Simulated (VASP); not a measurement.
# Pd (Fm-3m) in VASP: further runs

The runs below take Pd through single point, with PBE, B3LYP+TS.

All numbers are computed with VASP 6.6.1; they aren't measurements. Logs are shortened: lines on timing, memory, paths and dates and some standing lists are left out, and cuts for length are marked.

### Step 1. Starting point

It takes space group Fm-3m (No. 225, cubic). Conventional cell: a = 3.893 Å, b = 3.893 Å, c = 3.893 Å, α = 90.00°, β = 90.00°, γ = 90.00°. Pd (site symmetry m-3m) has 12 Pd at 2.75 Å as nearest neighbours.

### Step 2. Single point, PBE

Contents of run.py:

```python
from ase.calculators.vasp import Vasp
from ase.dft.bandgap import bandgap
from ase.io import read

atoms = read('Pd.cif', primitive_cell=True, subtrans_included=False)
calc = Vasp(
    directory='calc',
    xc='pbe',
    pp='PBE',
    setups={'base': 'minimal', 'Pd': '_GW'},
    prec='Accurate',
    encut=550,
    ediff=1e-06,
    ismear=0,
    sigma=0.1,
    lreal=False,
    lasph=True,
    nelm=100,
    algo='Normal',
    isif=2,
    lwave=False,
    lcharg=False,
    kpts=[12, 12, 12],
    gamma=True,
)
atoms.calc = calc

print('energy (eV):', atoms.get_potential_energy())
print('free energy (eV):', atoms.get_potential_energy(force_consistent=True))
print('forces (eV/A):')
print(atoms.get_forces())
print('stress (eV/A^3, Voigt):', atoms.get_stress())
print('Fermi level (eV):', calc.get_fermi_level())
gap, top, bottom = bandgap(calc)
print('band gap (eV):', gap, 'from (spin, k, band)', top, 'to', bottom)
```

Contents of Pd.cif:

```cif
data_Pd
_cell_length_a 3.89300000
_cell_length_b 3.89300000
_cell_length_c 3.89300000
_cell_angle_alpha 90.00000000
_cell_angle_beta 90.00000000
_cell_angle_gamma 90.00000000
_space_group_name_H-M_alt 'Fm-3m'
_space_group_name_Hall '-F 4 2 3'
_space_group_IT_number 225
loop_
_space_group_symop_operation_xyz
'x,y,z'
'-x,-y,-z'
'-y,x,z'
'y,-x,-z'
'-x,-y,z'
'x,y,-z'
'y,-x,z'
'-y,x,-z'
'x,-y,-z'
'-x,y,z'
'-y,-x,-z'
'y,x,z'
'-x,y,-z'
'x,-y,z'
'y,x,-z'
'-y,-x,z'
'z,x,y'
'-z,-x,-y'
'z,-y,x'
'-z,y,-x'
'z,-x,-y'
'-z,x,y'
'z,y,-x'
'-z,-y,x'
'-z,x,-y'
'z,-x,y'
'-z,-y,-x'
'z,y,x'
'-z,-x,y'
'z,x,-y'
'-z,y,x'
'z,-y,-x'
'y,z,x'
'-y,-z,-x'
'x,z,-y'
'-x,-z,y'
'-y,z,-x'
'y,-z,x'
'-x,z,y'
'x,-z,-y'
'-y,-z,x'
'y,z,-x'
'-x,-z,-y'
'x,z,y'
'y,-z,-x'
'-y,z,x'
'x,-z,y'
'-x,z,-y'
'x,y+1/2,z+1/2'
'-x,-y+1/2,-z+1/2'
'-y,x+1/2,z+1/2'
[... 62 lines left out ...]
'-z+1/2,-x,-y+1/2'
'z+1/2,-y,x+1/2'
'-z+1/2,y,-x+1/2'
'z+1/2,-x,-y+1/2'
'-z+1/2,x,y+1/2'
'z+1/2,y,-x+1/2'
'-z+1/2,-y,x+1/2'
'-z+1/2,x,-y+1/2'
'z+1/2,-x,y+1/2'
'-z+1/2,-y,-x+1/2'
'z+1/2,y,x+1/2'
'-z+1/2,-x,y+1/2'
'z+1/2,x,-y+1/2'
'-z+1/2,y,x+1/2'
'z+1/2,-y,-x+1/2'
'y+1/2,z,x+1/2'
'-y+1/2,-z,-x+1/2'
'x+1/2,z,-y+1/2'
'-x+1/2,-z,y+1/2'
'-y+1/2,z,-x+1/2'
'y+1/2,-z,x+1/2'
'-x+1/2,z,y+1/2'
'x+1/2,-z,-y+1/2'
'-y+1/2,-z,x+1/2'
'y+1/2,z,-x+1/2'
'-x+1/2,-z,-y+1/2'
'x+1/2,z,y+1/2'
'y+1/2,-z,-x+1/2'
'-y+1/2,z,x+1/2'
'x+1/2,-z,y+1/2'
'-x+1/2,z,-y+1/2'
'x+1/2,y+1/2,z'
'-x+1/2,-y+1/2,-z'
'-y+1/2,x+1/2,z'
'y+1/2,-x+1/2,-z'
'-x+1/2,-y+1/2,z'
'x+1/2,y+1/2,-z'
'y+1/2,-x+1/2,z'
'-y+1/2,x+1/2,-z'
'x+1/2,-y+1/2,-z'
'-x+1/2,y+1/2,z'
'-y+1/2,-x+1/2,-z'
'y+1/2,x+1/2,z'
'-x+1/2,y+1/2,-z'
'x+1/2,-y+1/2,z'
'y+1/2,x+1/2,-z'
'-y+1/2,-x+1/2,z'
'z+1/2,x+1/2,y'
'-z+1/2,-x+1/2,-y'
'z+1/2,-y+1/2,x'
'-z+1/2,y+1/2,-x'
'z+1/2,-x+1/2,-y'
'-z+1/2,x+1/2,y'
'z+1/2,y+1/2,-x'
'-z+1/2,-y+1/2,x'
'-z+1/2,x+1/2,-y'
'z+1/2,-x+1/2,y'
'-z+1/2,-y+1/2,-x'
'z+1/2,y+1/2,x'
'-z+1/2,-x+1/2,y'
'z+1/2,x+1/2,-y'
'-z+1/2,y+1/2,x'
'z+1/2,-y+1/2,-x'
'y+1/2,z+1/2,x'
'-y+1/2,-z+1/2,-x'
'x+1/2,z+1/2,-y'
'-x+1/2,-z+1/2,y'
'-y+1/2,z+1/2,-x'
'y+1/2,-z+1/2,x'
'-x+1/2,z+1/2,y'
'x+1/2,-z+1/2,-y'
'-y+1/2,-z+1/2,x'
'y+1/2,z+1/2,-x'
'-x+1/2,-z+1/2,-y'
'x+1/2,z+1/2,y'
'y+1/2,-z+1/2,-x'
'-y+1/2,z+1/2,x'
'x+1/2,-z+1/2,y'
'-x+1/2,z+1/2,-y'
loop_
_atom_site_label
_atom_site_type_symbol
_atom_site_symmetry_multiplicity
_atom_site_Wyckoff_symbol
_atom_site_fract_x
_atom_site_fract_y
_atom_site_fract_z
_atom_site_occupancy
Pd1 Pd 4 a 0.0000000000 0.0000000000 0.0000000000 1
```

Potentials or basis: VASP PAW PBE potentials, release 64 (Pd_GW).

Run with:

```sh
$ python run.py
```

The log of the run:

```text
energy (eV): -5.23517396
free energy (eV): -5.24163313
forces (eV/A):
[[0. 0. 0.]]
stress (eV/A^3, Voigt): [-0.03530758 -0.03530758 -0.03530758 -0.          0.         -0.        ]
Fermi level (eV): 7.55413421
band gap (eV): 0.0 from (spin, k, band) (None, None, None) to (None, None, None)
```

OUTCAR:

```text
ENCUT = 550.000000
   EDIFF = 1.00e-06
   GGA = PE
   PREC = Accurate
   ISIF = 2
   ISMEAR = 0
   NELM = 100
   LASPH = .TRUE.
   LREAL = .FALSE.

 ion  position               nearest neighbor table
   1  0.000  0.000  0.000-

  LATTYP: Found a face centered cubic cell.
 ALAT       =     3.8930000000

  Lattice vectors:

 A1 = (   0.0000000000,   1.9465000000,   1.9465000000)
 A2 = (   1.9465000000,   0.0000000000,   1.9465000000)
 A3 = (   1.9465000000,   1.9465000000,   0.0000000000)

Analysis of symmetry for initial positions (statically):
=====================================================================
 Subroutine PRICEL returns:
 Original cell was already a primitive cell.

 Routine SETGRP: Setting up the symmetry group for a
 face centered cubic supercell.

 Subroutine GETGRP returns: Found 48 space group operations
 (whereof 48 operations were pure point group operations)
 out of a pool of 48 trial point group operations.

The static configuration has the point symmetry O_h .

Analysis of symmetry for dynamics (positions and initial velocities):
=====================================================================
 Subroutine PRICEL returns:
 Original cell was already a primitive cell.

 Routine SETGRP: Setting up the symmetry group for a
 face centered cubic supercell.

 Subroutine GETGRP returns: Found 48 space group operations
 (whereof 48 operations were pure point group operations)
 out of a pool of 48 trial point group operations.

The dynamic configuration has the point symmetry O_h .

 Subroutine INISYM returns: Found 48 space group operations
 (whereof 48 operations are pure point group operations),
 and found     1 'primitive' translations

----------------------------------------------------------------------------------------

                                     Primitive cell

  volume of cell :      14.7500

  direct lattice vectors                    reciprocal lattice vectors
     0.000000000  1.946500000  1.946500000    -0.256871307  0.256871307  0.256871307
     1.946500000  0.000000000  1.946500000     0.256871307 -0.256871307  0.256871307
     1.946500000  1.946500000  0.000000000     0.256871307  0.256871307 -0.256871307

  length of vectors
     2.752766699  2.752766699  2.752766699     0.444914156  0.444914156  0.444914156

  position of ions in fractional coordinates (direct lattice)
     0.000000000  0.000000000  0.000000000

  ion indices of the primitive-cell ions
   primitive index   ion index
                 1           1

[... 77 lines left out ...]
   ISIF   =      2    stress and relaxation
   ISYM   =      2    0-nonsym 1-usesym 2-fastsym
   POTIM  = 0.5000    time-step for ionic-motion
   TEBEG  =    0.0;   TEEND  =   0.0 temperature during run
   PSTRESS=    0.0 pullay stress
   NELECT =      10.0000    total number of electrons
   NUPDOWN=      -1.0000    fix difference up-down
   EMIN   =  10.00;   EMAX   =-10.00  energy-range for DOS
   EFERMI =   0.00;   METHOD = LEGACY
   ISMEAR =     0;   SIGMA  =   0.10  broadening in eV -4-tet -1-fermi 0-gaus
   EFERMI_NEDOS =   21; number of points for ismear=-14 and -15
   IALGO  =     38    algorithm
   IMIX   =      4    mixing-type and parameters
     AMIX     =   0.40;   BMIX     =  1.00
     AMIX_MAG =   1.60;   BMIX_MAG =  1.00
  volume/ion in A,a.u.               =      14.75        99.54
  Fermi-wavevector in a.u.,A,eV,Ry     =   1.438171  2.717748 28.141404  2.068335
  Thomas-Fermi vector in A             =   2.557167
   LORBIT       =      0    0 simple, 1 ext, 2 COOP (PROOUT), +10 PAW based schemes
   GGA     = PE    functional components
   LHFCALC =     F    Hartree Fock is set to
   AEXX    =    0.0000 exact exchange contribution
   IVDW    =     0    specifies the selected vdW correction
   LEPSILON=     F    determine dielectric tensor
   LRPA    =     F    only Hartree local field effects (RPA)
 non-spin polarized calculation
 Gauss-broadening in eV      SIGMA  =   0.10
  energy-cutoff  :      550.00
  volume of cell :       14.75
 maximum number of plane-waves:       448
 NGX is ok and might be reduce to    24
   NGX = 11   NGY = 11   NGZ = 11

 number of electron      10.0000000 magnetization

 number of electron       9.9999999 magnetization

 Free energy of the ion-electron system (eV)
  ---------------------------------------------------
  ext. energy  EPLUGINS =         0.00000000
  ---------------------------------------------------
  free energy    TOTEN  =        -5.24163313 eV

  energy without entropy =       -5.22871478  energy(sigma->0) =       -5.23517396

 E-fermi :   7.5541     XC(G=0): -13.1886

 val. band max:        7.5530345112   @ k =  -0.4167   0.4167   0.1667
 cond. band min:       7.5590810641   @ k =  -0.3333   0.4167   0.0833
 fundamental gap:      0.0060465529
 Fermi energy:         7.5541342091

 k-point     1 :       0.0000    0.0000    0.0000
  band No.  band energies     occupation
      1       0.4565      2.00000
      2       4.7420      2.00000
      3       4.7420      2.00000
      4       4.7420      2.00000
      5       6.3523      2.00000
      6       6.3523      2.00000
      7      24.5687      0.00000
      8      29.2995      0.00000
      9      29.2995      0.00000
[... 265 lines left out ...]
 k-point    24 :      -0.4167    0.1667    0.0000
  band No.  band energies     occupation
      1       2.8992      2.00000
      2       4.2664      2.00000
      3       5.2303      2.00000
      4       5.6544      2.00000
      5       7.3255      1.99878
      6      11.2096      0.00000
      7      15.1728      0.00000
      8      23.3305      0.00000
      9      26.4158      0.00000

 [... further k-points ...]

------------------------ aborting loop because EDIFF is reached ----------------------------------------

  FORCE on cell =-STRESS in cart. coord.  units (eV):
  Direction    XX          YY          ZZ          XY          YZ          ZX
  --------------------------------------------------------------------------------------
  -------------------------------------------------------------------------------------
  Total        0.5207880      0.5207880      0.5207880     -0.0000000      0.0000000     -0.0000000
  in kB       56.5689731     56.5689731     56.5689731     -0.0000000      0.0000000     -0.0000000
  external PRESSURE =      56.5689731 kB  Pullay stress =       0.0000000 kB

 VOLUME and BASIS-vectors are now :
 -----------------------------------------------------------------------------
  energy-cutoff  :      550.00
  volume of cell :       14.75
      direct lattice vectors                 reciprocal lattice vectors
     0.000000000  1.946500000  1.946500000    -0.256871307  0.256871307  0.256871307
     1.946500000  0.000000000  1.946500000     0.256871307 -0.256871307  0.256871307
     1.946500000  1.946500000  0.000000000     0.256871307  0.256871307 -0.256871307

 POSITION                                       TOTAL-FORCE (eV/Angst)
 -----------------------------------------------------------------------------------
      0.00000      0.00000      0.00000         0.000000      0.000000      0.000000
 -----------------------------------------------------------------------------------
    total drift:                               -0.000000      0.000000     -0.000000

  FREE ENERGIE OF THE ION-ELECTRON SYSTEM (eV)
  ---------------------------------------------------
  free  energy   TOTEN  =        -5.2416331342 eV

  energy  without entropy=       -5.2287147837  energy(sigma->0) =       -5.23517396
```

INCAR:

```text
ENCUT = 550.000000
SIGMA = 0.100000
EDIFF = 1.00e-06
ALGO = Normal
GGA = PE
PREC = Accurate
ISIF = 2
ISMEAR = 0
NELM = 100
LASPH = .TRUE.
LCHARG = .FALSE.
LWAVE = .FALSE.
LREAL = .FALSE.
```

It took 23 s on 1 thread of Intel Xeon Platinum 8375C at 2.90GHz (Ice Lake), shared host; peak memory 0.16 GiB.

Results:

- Free energy: -5.2416 eV
- Pressure: 5.7 GPa
- Band gap on the k mesh: none (metal or under the smearing width)

(Part 1 of 2 ends here.)
